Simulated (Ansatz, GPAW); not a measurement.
This is a calculation of AlNi for GPAW 26.7.0 (ASE script). Atoms were shifted at random by some hundredths of an Å from the given cell, which wasn't relaxed again for these runs. The cell comes from a database or a generator and needn't be the stable form of this composition.

run.py

```python
from ase import Atoms
from ase.dft.bandgap import bandgap
from ase.io import write
from ase.units import GPa
from gpaw import GPAW, PW, setup_paths

setup_paths.insert(0, '.')

atoms = Atoms(['Ni', 'Al'],
              cell=[[1.938694, -1.95319015, 0.0],
                    [1.938694, 1.95319015, 0.0],
                    [0.0, 0.0, 3.0994300413]],
              scaled_positions=[[0.497493, 0.508354, 0.501366],
                                [-0.003139, -0.017737, -0.0059]],
              pbc=True)
atoms.set_initial_magnetic_moments([1.0, 0.0])

calc = GPAW(mode=PW(600),
            xc='PBEsol',
            kpts={'size': (10, 10, 9), 'gamma': True},
            occupations={'name': 'fermi-dirac', 'width': 0.05},
            nbands=20,
            convergence={'density': 1e-05, 'energy': 1e-05},
            maxiter=150,
            txt='gpaw.txt')
atoms.calc = calc
energy = atoms.get_potential_energy()
forces = atoms.get_forces()
stress = atoms.get_stress()
calc.write('gs.gpw')
write('result.traj', atoms)
print(f'Energy: {energy:.6f} eV')
print('Forces (eV/A):')
print(forces.round(4))
print('Stress (GPa):', (stress / GPa).round(3))
print('Moments:', calc.get_magnetic_moments().round(3))
print('Fermi level:', round(calc.get_fermi_level(), 4), 'eV')
print(f'Gap: {bandgap(calc)[0]:.4f} eV, direct: {bandgap(calc, direct=True)[0]:.4f} eV')
```

Potentials or basis: PAW data sets generated in the run's folder for this functional, pw.

The run is started by

```bash
$ gpaw-setup -f PBEsol Al Ni
$ OMP_NUM_THREADS=1 python run.py
```

Task: Translate it to Ansatz 0.2.0. Potentials or basis there: all-electron LAPW, scalar-relativistic.

Result: As run (cutoffs and basis follow the program's own potentials, and thresholds, step limits or extra output files can differ):

Contents of input.yaml:

```yaml
crystal:
  lattice:
    - [1.938694, -1.95319015, 0.0]
    - [1.938694, 1.95319015, 0.0]
    - [0.0, 0.0, 3.0994300413]
  atoms:
    - { symbol: Ni, position: [0.497493, 0.508354, 0.501366], spin: 1.0 }
    - { symbol: Al, position: [-0.003139, -0.017737, -0.0059] }
kpoints:
  mp_grid: { grid: [10, 10, 9] }
scf:
  occupations: { method: fermi_dirac, width: 0.05 }
hamiltonian:
  xc: pbesol
  pseudopotentials: { kind: all_electron, lapw: { basis_error: 0.001 } }
magnetization:
  spin_polarized: true
output:
  forces: true
  stress: true
  eigenvalues: true
  populations: true
```

Potentials or basis: all-electron LAPW, scalar-relativistic.

The run is started by

```bash
$ ansatz run input.yaml --threads 2 --pin off --max-ram 6144MiB --backend cpu --events-out ev --progress --plain --runs-dir out
```

Both were run:

|  | GPAW | Ansatz |
| --- | --- | --- |
| Pressure | 2.1 GPa | 0.8 GPa |
| Largest force | 0.454 eV/Å | 0.439 eV/Å |
| Net moment | 0.00 μB per cell | 0.00 μB per cell |

Where Ansatz's input types no cutoff or centring, it takes its own default and a Γ-centred mesh.

The magnetic state is the one that the start led to; the real crystal's order can differ.

Pressure is positive in compression.
